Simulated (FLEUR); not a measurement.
# GaP under changes of volume

One of the cells (20.240 Å³/atom); the others are scaled copies at fixed shape and fractional positions:

```
CELL_PARAMETERS angstrom
0.00000 2.72525 2.72525
2.72525 0.00000 2.72525
2.72525 2.72525 0.00000
ATOMIC_POSITIONS crystal
Ga 0.00000 0.00000 0.00000
P 0.75000 0.75000 0.75000
```

| Item | Value |
| --- | --- |
| Program | FLEUR MaX-R8.1 (later development tree) |
| Functional | Wu-Cohen GGA |
| Potentials or basis | all-electron |
| Basis | FLAPW |
| Kmax | 5.21 1/bohr |
| k mesh | 8 × 8 × 8 |
| Occupations | fermi-dirac, width 0.05 eV |
| Spin | no spin polarisation |

```tsv
volume (Å³/atom)	energy over the lowest point (meV/atom)	gap on the mesh (eV)
19.026	16.99	1.38
19.431	6.29	1.42
20.240	0.00	1.51
21.050	10.50	1.39
21.455	?	?
```

Problem. What does the run at 21.455 Å³/atom give?

Solution. Energy over the lowest point 20.99 meV/atom; gap on the mesh 1.23 eV.

Worked out: A Birch-Murnaghan fit of order 2 (a polynomial in V^(-2/3)) to the other rows has its minimum at 20.11 Å³/atom with B0 = V·E''(V) = 85 GPa. It gives 21.12 meV/atom at 21.455 Å³/atom, against the run's 20.99. A parabola through the other rows of the gap, of slope -5.85 eV per unit of ln V there, extrapolates to 1.30 eV, against the run's 1.23.

Energies are extrapolated to zero smearing.

A mesh can miss the band edges. Spin-orbit coupling on Ga is left out.
